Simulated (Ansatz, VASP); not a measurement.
# InSe in two plane-wave programs, part 2 of 3

One calculation is typed for both programs; each brings its own data sets and cutoff. How far apart do they land?

VASP 6.6.1 and Ansatz 0.2.0.

So far. Step 2 (VASP: band structure, LDA): The run ends at a pressure of -1.06 GPa, with forces up to 0.26 eV/Å.

The database entry behind the starting cell differs from later determinations by our own check (c about 1.5 % long), so it need not match the best structure at ambient conditions.

## 4. Side by side

Known differences besides the potentials themselves: the two LDA forms differ slightly; the data sets hold 58 valence electrons in Ansatz (default PAW (the set named soft_2) files) and 38 in VASP; the cutoff is 420 eV in Ansatz and 400 eV in VASP; Ansatz makes its cores anew for this functional, VASP keeps those of its PBE data sets; VASP's log shows a relativistic correction to its local exchange, Ansatz's none. Total energies have different zeros and are not compared.

Both answers:

| quantity | Ansatz | VASP | difference |
| --- | --- | --- | --- |
| pressure (GPa) | -1.26 | -1.06 | -0.20 |
| gap over the path points (eV) | 0.210 | 0.221 | -0.011 |

Forces (eV/Å; atoms numbered as in POSCAR):

| atom | Ansatz x, y, z | VASP x, y, z |
| --- | --- | --- |
| In1 | 0.000, 0.000, 0.208 | 0.000, 0.000, 0.240 |
| In2 | 0.000, 0.000, -0.223 | 0.000, 0.000, -0.256 |
| Se3 | 0.000, 0.000, 0.071 | 0.000, 0.000, 0.027 |
| Se4 | 0.000, 0.000, -0.056 | 0.000, 0.000, -0.011 |

Levels at points of the path, from each program's valence-band top (eV; 4 filled, then empty):

| k (reciprocal lattice) | Ansatz | VASP |
| --- | --- | --- |
| 0.000 0.000 0.000 | -1.29 -1.29 -1.19 -1.19 1.56 1.91 4.30 | -1.30 -1.30 -1.21 -1.21 1.55 1.91 4.29 |
| 0.133 0.000 0.000 | -1.72 -1.51 -1.38 -1.12 1.93 2.65 3.56 | -1.74 -1.53 -1.40 -1.13 1.94 2.64 3.55 |
| 0.300 0.000 0.000 | -2.10 -2.04 -1.91 -1.11 1.58 1.95 3.73 | -2.11 -2.05 -1.92 -1.11 1.57 1.96 3.71 |
| 0.467 0.000 0.000 | -2.38 -2.33 -2.23 -1.68 1.10 1.83 3.52 | -2.38 -2.35 -2.24 -1.69 1.09 1.83 3.50 |
| 0.500 0.036 -0.036 | -2.69 -2.46 -2.22 -1.64 1.27 1.97 3.59 | -2.70 -2.47 -2.23 -1.65 1.26 1.97 3.57 |
| 0.500 0.096 -0.096 | -3.39 -2.94 -2.13 -1.57 1.88 2.21 3.25 | -3.41 -2.95 -2.14 -1.57 1.87 2.22 3.24 |
| 0.500 0.155 -0.155 | -3.73 -2.69 -2.18 -1.69 1.75 2.27 3.17 | -3.76 -2.70 -2.19 -1.69 1.74 2.28 3.16 |
| 0.778 0.500 0.222 | -3.42 -2.50 -2.47 -1.77 1.69 2.40 3.58 | -3.44 -2.51 -2.48 -1.78 1.68 2.41 3.57 |
| 0.671 0.500 0.329 | -2.95 -2.57 -2.21 -0.78 2.30 2.61 3.96 | -2.97 -2.59 -2.23 -0.78 2.31 2.61 3.94 |
| 0.564 0.500 0.436 | -1.93 -1.53 -1.27 -0.08 1.05 2.57 3.70 | -1.95 -1.54 -1.28 -0.08 1.06 2.56 3.69 |

The forces differ by 22 meV/Å r.m.s., which is 22.1 % of the r.m.s. force of 0.10 eV/Å (both taken over all components). Among the levels compared at these points, filled levels agree within 23 meV and empty ones within 21 meV.

## 5. Other set-ups

Further runs change the set-up of one program: Ansatz's method, potentials or start, or VASP's data sets, cutoff or form of LDA. The table gives Ansatz less VASP for each quantity, since a change that brings one quantity closer may part another.

| run | r.m.s. force difference (meV/Å) | pressure (GPa) | gap over the path points (eV) |
| --- | --- | --- | --- |
| as above | 22 | -0.20 | -0.011 |
| cores kept as stored | 19 | -0.17 | -0.0087 |
| Ansatz's all-electron LAPW method | 22 | -0.19 | -0.0076 |
| Ansatz's larger PAW set (cutoff 620 eV) | 22 | -0.19 | -0.0092 |
| norm-conserving potentials (cutoff 1170 eV) | 24 | -0.21 | -0.017 |

## 6. VASP: band structure, BLYP

Levels along a path test the potential and the projectors away from the mesh points.

Input file INCAR:

```
SYSTEM = InSe
PREC = Accurate
ENCUT = 400
EDIFF = 1E-06
NELM = 100
ISMEAR = 0
SIGMA = 0.02
LREAL = .FALSE.
ALGO = Normal
GGA = B5
ALDAX = 1
AGGAX = 1
AGGAC = 1
ALDAC = 0
NBANDS = 33
LORBIT = 11
LWAVE = .FALSE.
LCHARG = .FALSE.
KPAR = 8
```

Input file POSCAR:

```
InSe
1.0
    2.0000000000      1.1547005384      8.4400000000
   -2.0000000000      1.1547005384      8.4400000000
    0.0000000000     -2.3094010768      8.4400000000
In Se
2 2
Direct
    0.0000000000      0.0000000000      0.0000000000
    0.1114000000      0.1114000000      0.1114000000
    0.6165000000      0.6165000000      0.6165000000
    0.8281000000      0.8281000000      0.8281000000
```

Input file KPOINTS:

```
Automatic mesh
0
Gamma
4 4 4
0 0 0
```

Input file KPOINTS_OPT:

```
Line mode
16
Line-mode
Reciprocal
  0.00000000   0.00000000   0.00000000 GAMMA
  0.50000000   0.00000000   0.00000000 L

  0.50000000   0.00000000   0.00000000 L
  0.50000000   0.17914517  -0.17914517 B1

  0.82085483   0.50000000   0.17914517 B
  0.50000000   0.50000000   0.50000000 Z

  0.50000000   0.50000000   0.50000000 Z
  0.00000000   0.00000000   0.00000000 GAMMA

  0.00000000   0.00000000   0.00000000 GAMMA
  0.33957259   0.00000000  -0.33957259 X

  0.66042741   0.33957259   0.00000000 Q
  0.50000000   0.50000000   0.00000000 F

  0.50000000   0.50000000   0.00000000 F
  0.66042741   0.66042741   0.17914517 P1

  0.66042741   0.66042741   0.17914517 P1
  0.50000000   0.50000000   0.50000000 Z

  0.50000000   0.00000000   0.00000000 L
  0.82085483   0.33957259   0.33957259 P
```

PAW data sets: In_d and Se (PBE family, release 64).

Command:

```sh
> mpirun -np 8 vasp_std
```

Numbers of over 12 decimals in the logs are rounded to 6 here.

What it wrote:

```text
[banner, memory and clock lines left out]
running    8 mpi-ranks, on    1 nodes
[...]
[... a notice as in an earlier step ...]

 [... a notice as in an earlier step ...]

 LDA part: xc-table for (Slater(with rela. corr.)+VWN5), standard interpolation
 POSCAR, INCAR and KPOINTS ok, starting setup
[...]
entering main loop
       N       E                     dE             d eps       ncg     rms          rms(c)
DAV:   1     0.325717483435E+03    0.32572E+03   -0.14256E+04   866   0.106E+03
DAV:   2     0.262098276965E+02   -0.29951E+03   -0.28431E+03   882   0.309E+02
DAV:   3    -0.107571158794E+02   -0.36967E+02   -0.36384E+02  1045   0.119E+02
DAV:   4    -0.123471079195E+02   -0.15900E+01   -0.15863E+01  1028   0.262E+01
[...]
DAV:  11    -0.117796494381E+02   -0.79623E-04   -0.15432E-04  1079   0.720E-02    0.377E-02
DAV:  12    -0.117796421428E+02    0.72952E-05   -0.17805E-05  1161   0.266E-02    0.150E-02
DAV:  13    -0.117796430345E+02   -0.89166E-06   -0.48566E-06   923   0.113E-02
   1 F= -.11779643E+02 E0= -.11779643E+02  d E =-.440161E-17
 Start KPOINTS_OPT (optional k-point list driver)
k-point batch [1-13\144]
       N       E                     dE             ncg
DAV:   1     0.169646662555E+04   -0.33159E+04      866
DAV:   2    -0.222029811067E+04   -0.39168E+04      882
DAV:   3    -0.272168891474E+04   -0.50139E+03     1066
DAV:   4    -0.274382843665E+04   -0.22140E+02     1004
DAV:   5    -0.274485404100E+04   -0.10256E+01     1348
DAV:   6    -0.274486875627E+04   -0.14715E-01     1068
DAV:   7    -0.274486961827E+04   -0.86200E-03     1340
DAV:   8    -0.274486963340E+04   -0.15128E-04     1124
DAV:   9    -0.274486963378E+04   -0.38547E-06      732
[...]
k-point batch [144-144\144]
       N       E                     dE             ncg
DAV:   1     0.123076757215E+05   -0.89330E+03       66
DAV:   2     0.120195842938E+05   -0.28809E+03       74
DAV:   3     0.119827483091E+05   -0.36836E+02       83
DAV:   4     0.119810981851E+05   -0.16501E+01       76
DAV:   5     0.119810113046E+05   -0.86881E-01      116
DAV:   6     0.119810106646E+05   -0.64001E-03       76
DAV:   7     0.119810106247E+05   -0.39839E-04      108
DAV:   8     0.119810106238E+05   -0.93968E-06       68
```

From OUTCAR (step 6):

```text
  Total        5.0244272      5.0244272      3.0936497      0.0000000     -0.0000000      0.0000000
  in kB       68.8341701     68.8341701     42.3827035      0.0000000     -0.0000000      0.0000000
  external PRESSURE =      60.0170146 kB  Pullay stress =       0.0000000 kB

 POSITION                                       TOTAL-FORCE (eV/Angst)
 -----------------------------------------------------------------------------------
      0.00000      0.00000      0.00000         0.000000     -0.000000      0.440508
      0.00000      0.00000      2.82065         0.000000     -0.000000     -0.449546
      0.00000      0.00000     15.60978         0.000000      0.000000     -0.435062
      0.00000      0.00000     20.96749         0.000000      0.000000      0.444099
 -----------------------------------------------------------------------------------
    total drift:                               -0.000000     -0.000000     -0.000521

  FREE ENERGIE OF THE ION-ELECTRON SYSTEM (eV)
  ---------------------------------------------------
  free  energy   TOTEN  =       -11.7796430345 eV

  energy  without entropy=      -11.7796430345  energy(sigma->0) =      -11.77964303

[... 2 parts as in an earlier step ...]

[... 1 further part left out ...]
[key lines of the parts left out:]
E-fermi :   4.6322
```

At this level the cell is under a pressure of 6.0 GPa, so at these settings it is away from equilibrium.

## 7. Ansatz: band structure, BLYP

The same cell, functional (in two slightly different forms), mesh and smearing now go to Ansatz, which takes its cutoff from its data sets.

Input file input.yaml:

```yaml
crystal:
  lattice:
    - [2.0, 1.1547005384, 8.44]
    - [-2.0, 1.1547005384, 8.44]
    - [0.0, -2.3094010768, 8.44]
  atoms:
    - { symbol: In, position: [0.0, 0.0, 0.0] }
    - { symbol: In, position: [0.1114, 0.1114, 0.1114] }
    - { symbol: Se, position: [0.6165, 0.6165, 0.6165] }
    - { symbol: Se, position: [0.8281, 0.8281, 0.8281] }
hamiltonian:
  xc: blyp
  pseudopotentials: { kind: paw }
kpoints:
  mp_grid: { grid: [4, 4, 4] }
  band_path:
    path:
      - [0.0, 0.0, 0.0]
      - [0.13333, 0.0, 0.0]
      - [0.3, 0.0, 0.0]
      - [0.46667, 0.0, 0.0]
      - [0.5, 0.03583, -0.03583]
      - [0.5, 0.09554, -0.09554]
      - [0.5, 0.15526, -0.15526]
      - [0.77807, 0.5, 0.22193]
      - [0.67112, 0.5, 0.32888]
      - [0.56417, 0.5, 0.43583]
      - [0.5, 0.5, 0.5]
      - [0.46667, 0.46667, 0.46667]
      - [0.3, 0.3, 0.3]
      - [0.13333, 0.13333, 0.13333]
      - [0.0, 0.0, 0.0]
      - [0.11319, 0.0, -0.11319]
      - [0.20374, 0.0, -0.20374]
      - [0.31693, 0.0, -0.31693]
      - [0.62834, 0.37166, 0.0]
      - [0.57487, 0.42513, 0.0]
      - [0.52139, 0.47861, 0.0]
      - [0.52139, 0.52139, 0.02389]
      - [0.57487, 0.57487, 0.0836]
      - [0.62834, 0.62834, 0.14332]
      - [0.64973, 0.64973, 0.20054]
      - [0.59626, 0.59626, 0.30749]
      - [0.54278, 0.54278, 0.41444]
      - [0.5, 0.0, 0.0]
      - [0.60695, 0.11319, 0.11319]
      - [0.7139, 0.22638, 0.22638]
      - [0.82085, 0.33957, 0.33957]
    npoints: 1
scf:
  occupations: { method: gaussian, width: 0.02 }
  n_extra_bands: 8
output:
  forces: true
  stress: true
  eigenvalues: true
  write_density: true
  write_potential: true
  elf: true
  volumetric_format: npy
```

Command:

```sh
> ansatz run input.yaml --threads 2 --pin off --max-ram 4608MiB --backend cpu --events-out ev --progress --plain --runs-dir out
```

What it wrote:

```text
[...]
Crystal: 4 atoms, lattice volume = 116.948 Å³
Basis set: ecut = 420 eV, 2309 PW (Γ), FFT grids on a1−a2, a2, −a2+a3, exchange–correlation on 54×120×54 points (8 copies of the dense FFT grid, shifted against one another)
Bands: 37, of which v1, the nominal top of the filled ones, is band 29 counted from 1 (28 counted from 0)
Symmetry: 6 space group operations
[...]
k-point 0: bands = [... 25 lower, 6.3868, 6.3868, 6.4792, 6.4792, 9.3154, 9.8119, 12.0311, 12.0311, ... 4 higher]
  k-point 1: bands = [... 25 lower, 5.6555, 5.8055, 5.9399, 6.6587, 9.6648, 9.8613, 11.7943, 11.9452, ... 4 higher]
  k-point 2: bands = [... 25 lower, 5.3043, 5.3656, 5.4647, 6.0005, 8.9399, 9.6024, 11.3811, 11.7397, ... 4 higher]
  k-point 12: bands = [... 25 lower, 6.3180, 6.5545, 6.5545, 7.6701, 8.0403, 9.8752, 11.9511, 11.9511, ... 4 higher]
[key lines of the parts left out:]
SCF converged after 7 iterations
Free energy (F): -22189.974014 eV
Fermi energy:    7.855211 eV
P = ⅓ Tr σ = 5.8612 GPa (58.612 kbar)
```

It took 11 s on 2 threads of Arm Neoverse N1, shared host; peak memory 0.38 GiB.

## 8. Side by side

What differs besides the data sets and the points named for the pairs above, as far as they apply: VASP leaves aspherical gradient terms in its spheres out (LASPH is not set), Ansatz keeps them. Total energies have different zeros and are not compared.

Both answers:

| quantity | Ansatz | VASP | difference |
| --- | --- | --- | --- |
| pressure (GPa) | 5.86 | 6.00 | -0.14 |
| gap over the path points (eV) | 0.370 | 0.384 | -0.014 |

Forces (eV/Å; atoms numbered as in POSCAR):

| atom | Ansatz x, y, z | VASP x, y, z |
| --- | --- | --- |
| In1 | 0.000, 0.000, 0.417 | 0.000, 0.000, 0.441 |
| In2 | 0.000, 0.000, -0.425 | 0.000, 0.000, -0.450 |
| Se3 | 0.000, 0.000, -0.405 | 0.000, 0.000, -0.435 |
| Se4 | 0.000, 0.000, 0.414 | 0.000, 0.000, 0.444 |

Levels at points of the path, from each program's valence-band top (eV; 4 filled, then empty):

| k (reciprocal lattice) | Ansatz | VASP |
| --- | --- | --- |
| 0.000 0.000 0.000 | -1.28 -1.28 -1.19 -1.19 1.65 2.14 4.36 | -1.29 -1.29 -1.20 -1.20 1.65 2.14 4.35 |
| 0.133 0.000 0.000 | -1.69 -1.50 -1.38 -1.09 1.98 2.84 3.68 | -1.71 -1.51 -1.39 -1.09 1.98 2.84 3.68 |
| 0.300 0.000 0.000 | -2.07 -2.01 -1.88 -1.10 1.77 2.02 3.94 | -2.08 -2.03 -1.90 -1.10 1.76 2.03 3.93 |
| 0.467 0.000 0.000 | -2.33 -2.30 -2.20 -1.65 1.28 1.93 3.71 | -2.33 -2.31 -2.21 -1.65 1.28 1.93 3.70 |
| 0.500 0.036 -0.036 | -2.64 -2.41 -2.18 -1.62 1.43 2.05 3.79 | -2.65 -2.43 -2.19 -1.62 1.43 2.06 3.77 |
| 0.500 0.096 -0.096 | -3.31 -2.88 -2.10 -1.55 2.00 2.28 3.41 | -3.33 -2.89 -2.10 -1.55 2.00 2.29 3.40 |
| 0.500 0.155 -0.155 | -3.64 -2.64 -2.15 -1.67 1.92 2.30 3.33 | -3.65 -2.64 -2.15 -1.68 1.91 2.32 3.33 |
| 0.778 0.500 0.222 | -3.33 -2.46 -2.43 -1.75 1.86 2.44 3.72 | -3.35 -2.46 -2.44 -1.75 1.85 2.45 3.72 |
| 0.671 0.500 0.329 | -2.88 -2.52 -2.17 -0.78 2.31 2.75 4.07 | -2.89 -2.53 -2.18 -0.78 2.33 2.74 4.06 |
| 0.564 0.500 0.436 | -1.89 -1.51 -1.26 -0.09 1.14 2.76 3.82 | -1.91 -1.53 -1.27 -0.09 1.15 2.75 3.81 |

The forces differ by 16 meV/Å r.m.s., which is 6.2 % of the r.m.s. force of 0.26 eV/Å (both taken over all components). Among the levels compared at these points, filled levels agree within 18 meV and empty ones within 16 meV.

## 9. Further runs

Further runs change the set-up of one program: Ansatz's method, potentials or start, or VASP's data sets, cutoff or form of LDA. The table gives Ansatz less VASP for each quantity, since a change that brings one quantity closer may part another.

| run | r.m.s. force difference (meV/Å) | pressure (GPa) | gap over the path points (eV) |
| --- | --- | --- | --- |
| as above | 16 | -0.14 | -0.014 |
| cores kept as stored | 15 | -0.13 | -0.012 |
| Ansatz's all-electron LAPW method | 16 | -0.14 | -0.011 |
| Ansatz's larger PAW set (cutoff 620 eV) | 16 | -0.14 | -0.011 |
| norm-conserving potentials (cutoff 1170 eV) | 38 | -0.27 | -0.0064 |

## 10. VASP: band structure, PBEsol, spin-orbit coupling

Levels along a path test the potential and the projectors away from the mesh points.

Input file INCAR:

```
SYSTEM = InSe
PREC = Accurate
ENCUT = 400
EDIFF = 1E-06
NELM = 100
ISMEAR = 0
SIGMA = 0.02
LREAL = .FALSE.
ALGO = Normal
GGA = PS
LNONCOLLINEAR = .TRUE.
MAGMOM = 0 0 0 0 0 0 0 0 0 0 0 0
NBANDS = 50
GGA_COMPAT = .FALSE.
LASPH = .TRUE.
LSORBIT = .TRUE.
LORBIT = 11
LWAVE = .FALSE.
LCHARG = .FALSE.
KPAR = 8
```

POSCAR is that of step 6.

Input file KPOINTS:

```
Automatic mesh
0
Gamma
5 5 5
0 0 0
```

KPOINTS_OPT is that of step 6.

Command:

```sh
> mpirun -np 8 vasp_ncl
```

What it wrote:

```text
[banner, memory and clock lines left out]
running    8 mpi-ranks, on    1 nodes
[...]
[... a notice as in an earlier step ...]

 [... a notice as in an earlier step ...]

 LDA part: xc-table for (Slater+PW92), standard interpolation
 POSCAR, INCAR and KPOINTS ok, starting setup
[...]
entering main loop
       N       E                     dE             d eps       ncg     rms          rms(c)
DAV:   1     0.354742887639E+03    0.35474E+03   -0.14401E+04  3500   0.140E+03
DAV:   2     0.370477540517E+02   -0.31770E+03   -0.30614E+03  3540   0.393E+02
DAV:   3    -0.126516099030E+02   -0.49699E+02   -0.47883E+02  4168   0.175E+02
DAV:   4    -0.160028153755E+02   -0.33512E+01   -0.33189E+01  4286   0.450E+01
[...]
DAV:  12    -0.156833903164E+02   -0.22810E-04   -0.44169E-05  4896   0.459E-02    0.295E-02
DAV:  13    -0.156833952667E+02   -0.49504E-05   -0.80578E-06  3860   0.214E-02    0.129E-02
DAV:  14    -0.156833957951E+02   -0.52843E-06   -0.28873E-06  3560   0.101E-02
   1 F= -.15683396E+02 E0= -.15683396E+02  d E =-.342530E-22  mag=     0.0000    -0.0000    -0.0000
 Start KPOINTS_OPT (optional k-point list driver)
k-point batch [1-35\144]
       N       E                     dE             ncg
DAV:   1     0.459425626086E+04   -0.22493E+05     3500
DAV:   2    -0.638382320257E+04   -0.10978E+05     3556
DAV:   3    -0.810105567572E+04   -0.17172E+04     4090
DAV:   4    -0.821261308766E+04   -0.11156E+03     4224
[...]
DAV:   8    -0.821778790201E+04   -0.13235E-03     5406
DAV:   9    -0.821778790652E+04   -0.45091E-05     3296
DAV:  10    -0.821778790703E+04   -0.50798E-06     2654
[...]
k-point batch [141-144\144]
       N       E                     dE             ncg
DAV:   1     0.236690078531E+05   -0.34864E+04      400
DAV:   2     0.224321690191E+05   -0.12368E+04      408
DAV:   3     0.222472526679E+05   -0.18492E+03      464
DAV:   4     0.222350047264E+05   -0.12248E+02      454
DAV:   5     0.222344183607E+05   -0.58637E+00      592
DAV:   6     0.222344062801E+05   -0.12081E-01      600
DAV:   7     0.222344057574E+05   -0.52266E-03      616
DAV:   8     0.222344057461E+05   -0.11337E-04      600
DAV:   9     0.222344057456E+05   -0.50972E-06      368
```

Parts of OUTCAR (step 10):

```text
  Total        0.4977272      0.4977272     -0.3807312      0.0000000      0.0000000      0.0000000
  in kB        6.8188142      6.8188142     -5.2159804      0.0000000      0.0000000      0.0000000
  external PRESSURE =       2.8072160 kB  Pullay stress =       0.0000000 kB

 POSITION                                       TOTAL-FORCE (eV/Angst)
 -----------------------------------------------------------------------------------
      0.00000      0.00000      0.00000         0.000000      0.000000      0.294731
      0.00000      0.00000      2.82065         0.000000     -0.000000     -0.313569
      0.00000      0.00000     15.60978         0.000000     -0.000000     -0.085657
      0.00000      0.00000     20.96749         0.000000     -0.000000      0.104495
 -----------------------------------------------------------------------------------
    total drift:                                0.000000     -0.000000     -0.000517

  FREE ENERGIE OF THE ION-ELECTRON SYSTEM (eV)
  ---------------------------------------------------
  free  energy   TOTEN  =       -15.6833957951 eV

  energy  without entropy=      -15.6833957951  energy(sigma->0) =      -15.68339580

 magnetization (x)
# of ion       s       p       d       tot
------------------------------------------
    1        0.000   0.000   0.000   0.000
    2        0.000   0.000   0.000   0.000
    3        0.000   0.000   0.000   0.000
    4        0.000   0.000   0.000   0.000
--------------------------------------------------
tot          0.000   0.000   0.000   0.000

 magnetization (y)
# of ion       s       p       d       tot
------------------------------------------
    1        0.000  -0.000  -0.000  -0.000
    2        0.000   0.000   0.000   0.000
    3        0.000   0.000   0.000   0.000
    4        0.000   0.000   0.000   0.000
--------------------------------------------------
tot          0.000  -0.000  -0.000  -0.000

 magnetization (z)
# of ion       s       p       d       tot
------------------------------------------
    1        0.000   0.000   0.000   0.000
    2        0.000   0.000   0.000   0.000
    3        0.000   0.000   0.000   0.000
    4        0.000   0.000   0.000   0.000
--------------------------------------------------
tot          0.000   0.000   0.000   0.000

[... 1 part as in an earlier step ...]

[... 2 further parts left out ...]
[key lines of the parts left out:]
E-fermi :   3.8328
```

The run ends at a pressure of 0.28 GPa, with forces up to 0.31 eV/Å.

(Continued in part 3 of 3.)

[Lines on the potential files, build, host, timing and source positions are cut from VASP's logs without a mark.]

[Logs are printed without paths, hosts, clocks, repeated set-up lines and the standing remarks that a program may print on its own settings, such as how far it seeks lower states.]

[Hosts, paths, dates, database ids (printed as entryN), source tags and the programs' standing remarks are cut or masked in the printed files.]
